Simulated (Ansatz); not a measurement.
Ru:

```
Ru
1.0
     2.70580    0.00000    0.00000
    -1.35290    2.34329    0.00000
     0.00000    0.00000    4.28190
Ru
2
Direct
  0.66667 0.33333 0.75000
  0.33333 0.66667 0.25000
```

* Program: Ansatz 0.2.0
* Task: relaxation of cell and atoms
* Functional: BLYP
* Potentials or basis: Ansatz PAW
* Cutoff: 420 eV (not typed: the program's choice for these potentials)
* k mesh: 11 × 11 × 6
* Occupations: fermi-dirac, width 0.05 eV
* Spin: no spin polarisation

At the start: volume 13.57 Å³/atom.

Task: How do energy, volume and symmetry change on relaxing?

Result: It ends after 6 steps and the volume is 14.42 Å³/atom (+6.2 %); space group P6_3/mmc (No. 194, to 0.05 Å).

Step by step:
```csv
step,energy change (eV),largest force (eV/Å),volume (Å³)
1,0.0000,0.0000,27.15
2,-0.0158,0.0000,30.55
3,-0.0919,0.0000,29.03
4,-0.0930,0.0000,28.81
5,-0.0931,0.0000,28.84
6,-0.0937,0.0000,28.84
```

Final structure:
```yaml
crystal:
  lattice:
    - [2.76367, 0.00000, 0.00000]
    - [-1.38184, 2.39341, 0.00000]
    - [0.00000, 0.00000, 4.35973]
  atoms:
    - { symbol: Ru, position: [0.66667, 0.33333, 0.75000] }
    - { symbol: Ru, position: [0.33333, 0.66667, 0.25000] }
```

Caveat: the plane-wave basis is chosen anew once the cell has moved, so the energies of steps on either side of that aren't comparable; the PAW data sets come from PBE, with cores solved anew for the run's functional, which leaves a small shift of forces and pressure.
